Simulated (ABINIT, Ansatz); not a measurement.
This is a calculation of B for Ansatz 0.2.0. Atoms were shifted at random by some hundredths of an Å from the given cell, which wasn't relaxed again for these runs. This isn't the form of B at room conditions, which is rhombohedral.

input.yaml

```yaml
crystal:
  lattice:
    - [1.62456, 0.0, 0.0]
    - [0.0, 2.86615, 0.0]
    - [0.0, 0.0, 3.9144]
  atoms:
    - { symbol: B, position: [-2.0e-05, 0.512092, 0.615896] }
    - { symbol: B, position: [0.514032, 0.005465, 0.397527] }
hamiltonian:
  xc: pbe
  pseudopotentials: { kind: paw }
kpoints:
  mp_grid: { grid: [16, 9, 7] }
scf:
  occupations: { method: fermi_dirac, width: 0.05 }
output:
  forces: true
  stress: true
  eigenvalues: true
```

Potentials or basis: Ansatz PAW.

Command:

```console
$ ansatz run input.yaml --threads 1 --pin off --max-ram 3584MiB --backend cpu --events-out ev --progress --plain --runs-dir out
```

Question: What does the same run look like in ABINIT 10.8.3 (patched build)? Potentials or basis there: JTH PAW PBE v2.0, cutoff 408 eV.

Answer: As run (cutoffs and basis follow the program's own potentials, and thresholds, step limits or extra output files can differ):

File run.abi:

```
pp_dirpath "./"
pseudos "B.GGA_PBE-JTH.xml"

acell 3*1.0 Angstrom
rprim
     1.6245600000     0.0000000000     0.0000000000
     0.0000000000     2.8661500000     0.0000000000
     0.0000000000     0.0000000000     3.9144000000
ntypat 1
znucl 5
natom 2
typat 1 1
xred
    -0.0000200000     0.5120920000     0.6158960000
     0.5140320000     0.0054650000     0.3975270000
chkprim 0
chksymtnons 0
tolsym 1.0e-6

ecut 408.170794 eV
pawecutdg 30.0
pawxcdev 0
pawovlp 30

kptopt 1
ngkpt 16 9 7
nshiftk 1
shiftk 0.0 0.0 0.0

ixc 11

nband 7
occopt 3
tsmear 0.05 eV

nstep 100
tolvrs 1.0e-9

iomode 3
prtwf 0
prtden 0
prteig 0
prtebands 0
enunit 2
```

Potentials or basis: JTH PAW PBE v2.0.

Run with:

```console
$ abinit run.abi > log 2>&1
```

Both were run:

|  | Ansatz | ABINIT |
| --- | --- | --- |
| Pressure | 0.2 GPa | 0.4 GPa |
| Largest force | 0.277 eV/Å | 0.280 eV/Å |
| Energy over the undisturbed cell | 2.0 meV/atom | 2.1 meV/atom |

Ansatz's pressure holds a Pulay term of +0.28 GPa for its cutoff of 420 eV, which the other run lacks.

Where Ansatz's input types no cutoff or centring, it takes its own default and a Γ-centred mesh.

Pressure is positive in compression.
